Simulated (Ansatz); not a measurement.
**TePb: how the settings move a single-point run**

Aim: see which settings change the result for TePb, by how much, and at what cost. The cell is built on a prototype (NiAs type) and needn't be the phase found in nature.

Method: reference: DFT, PBEsol, plane waves, PAW, in Ansatz 0.2.0.

## Step 1: The system as given

The structure is hexagonal, space group P6_3/mmc (No. 194). Conventional cell: a = 4.544 Å, b = 4.544 Å, c = 7.926 Å, α = 90.00°, β = 90.00°, γ = 120.00°. Pb (site symmetry -3m) has 6 Te at 3.29 Å as nearest neighbours. Around Te (site symmetry -6m2) lie 6 Pb at 3.29 Å.

As a file:

```cif
data_structure
_symmetry_space_group_name_H-M 'P 1'
_symmetry_Int_Tables_number 1
_cell_length_a 4.5440
_cell_length_b 4.5440
_cell_length_c 7.9258
_cell_angle_alpha 90.000
_cell_angle_beta 90.000
_cell_angle_gamma 120.000
_cell_volume 141.72
loop_
_atom_site_label
_atom_site_type_symbol
_atom_site_fract_x
_atom_site_fract_y
_atom_site_fract_z
_atom_site_occupancy
Pb1 Pb 0.00000 0.00000 0.00000 1
Pb2 Pb 0.00000 0.00000 0.50000 1
Te1 Te 0.33333 0.66667 0.25000 1
Te2 Te 0.66667 0.33333 0.75000 1
```

## Step 2: The reference run

The input, input.yaml:

```yaml
crystal:
  lattice:
    - [4.5439515437, 0.0, 0.0]
    - [-2.2719757718, 3.9351774704, 0.0]
    - [0.0, 0.0, 7.9257636037]
  atoms:
    - { symbol: Pb, position: [0.0, 0.0, 0.0] }
    - { symbol: Pb, position: [0.0, 0.0, 0.5] }
    - { symbol: Te, position: [0.3333333333, 0.6666666667, 0.25] }
    - { symbol: Te, position: [0.6666666667, 0.3333333333, 0.75] }
kpoints:
  mp_grid: { grid: [6, 6, 2] }
hamiltonian:
  xc: pbesol
scf:
  occupations: { method: fermi_dirac, width: 0.02 }
  n_extra_bands: 5
output:
  forces: true
  stress: true
  eigenvalues: true
```

Command:

```console
$ ansatz run input.yaml --threads 4 --pin off --max-ram 3686MiB --backend cpu --events-out ev --progress --plain --runs-dir out
```

## Step 3: Changing settings: preconditioner resta

Changes to input.yaml since step 2:

```diff
@@ -17,2 +17,3 @@
   n_extra_bands: 5
+  mixing: { preconditioner: resta }
 output:
```

## Step 4: Changing settings: dispersion d3bj

Changes to input.yaml since step 2:

```diff
@@ -14,2 +14,3 @@
   xc: pbesol
+  dispersion: d3bj
 scf:
```

## Step 5: Variant: ecutwfc 750

Changes to input.yaml since step 2:

```diff
@@ -21 +21,3 @@
   eigenvalues: true
+basis:
+  ecutwfc: 750
```

## Step 6: Variant: ecutrho_ratio 8

Changes to input.yaml since step 2:

```diff
@@ -17,2 +17,3 @@
   n_extra_bands: 5
+  max_iter: 56
 output:
@@ -21 +22,3 @@
   eigenvalues: true
+basis:
+  ecutrho_ratio: 8
```

## Step 7: A further run, with the input changed

Changes to input.yaml since step 2:

```diff
@@ -17,2 +17,3 @@
   n_extra_bands: 5
+  max_iter: 66
 output:
@@ -21 +22,4 @@
   eigenvalues: true
+magnetization:
+  spin_polarized: true
+  initial_magnetization: 2.0
```

## Step 9: Changed: dr2_threshold 1.0e-12

Changes to input.yaml since step 2:

```diff
@@ -17,2 +17,4 @@
   n_extra_bands: 5
+  convergence: { dr2_threshold: 1.0e-12 }
+  max_iter: 51
 output:
```

(Steps that only read results are left out.)

Before running it: what results should come out? Wanted: for each run, ending; energy change; pressure; gap; force.

**Answer**, as computed:

```csv
run,ending,energy change,pressure (GPa),gap (eV),force (eV/Å),cycles,time
reference,converged,0,-1.6,0.00,0.00,6,2.5 s
1: preconditioner resta,converged,0.0 meV/atom,-1.6,0.00,0.00,6,2.4 s
2: dispersion d3bj,converged,-385.9 meV/atom (offset of the dispersion model),-3.3,0.00,0.00,6,2.6 s
3: ecutwfc 750,converged,-0.9 meV/atom,-1.6,0.00,0.00,6,5.3 s
4: ecutrho_ratio 8,converged,0.0 meV/atom,-1.6,0.00,0.00,6,3.2 s
"5: spin_polarized true, initial_magnetization 2.0",converged,0.0 meV/atom,-1.6,0.00,0.00,14,7.8 s
6: dr2_threshold 1.0e-12,converged,0.0 meV/atom,-1.6,0.00,0.00,9,3.2 s
```

Residual by cycle in the longest SCF loop of each run; runs are numbered as in the table. The quantity is the density residual dr2, in eV.

```csv
cycle,reference,run 1,run 2,run 3,run 4,run 5,run 6
1,0.00962,0.00962,0.00962,0.00984,0.00962,0.271,0.00962
2,0.00227,0.00121,0.00227,0.00242,0.00228,0.824,0.00227
3,8.5e-5,2.1e-4,8.5e-5,8.6e-5,8.7e-5,0.502,8.5e-5
5,4.9e-8,7.3e-7,4.9e-8,6.2e-8,4.7e-8,0.00565,4.9e-8
6,5.1e-9,3.5e-8,5.1e-9,7.0e-9,4.8e-9,3.9e-4,5.2e-9
7,-,-,-,-,-,1.7e-4,3.1e-10
8,-,-,-,-,-,1.3e-4,8.1e-12
9,-,-,-,-,-,3.1e-5,5.4e-14
10,-,-,-,-,-,9.9e-6,-
12,-,-,-,-,-,9.1e-9,-
13,-,-,-,-,-,9.9e-10,-
14,-,-,-,-,-,6.7e-11,-
```

What this shows: Of the converged runs whose energies compare with the reference's, «ecutwfc 750» moves the energy most (-0.9 meV/atom). Semilocal functionals close small gaps, so the missing gap need not be the real solid's. Of the variants the dearest is «spin_polarized true, initial_magnetization 2.0» (7.8 s), the cheapest «preconditioner resta» (2.4 s), on a shared host.
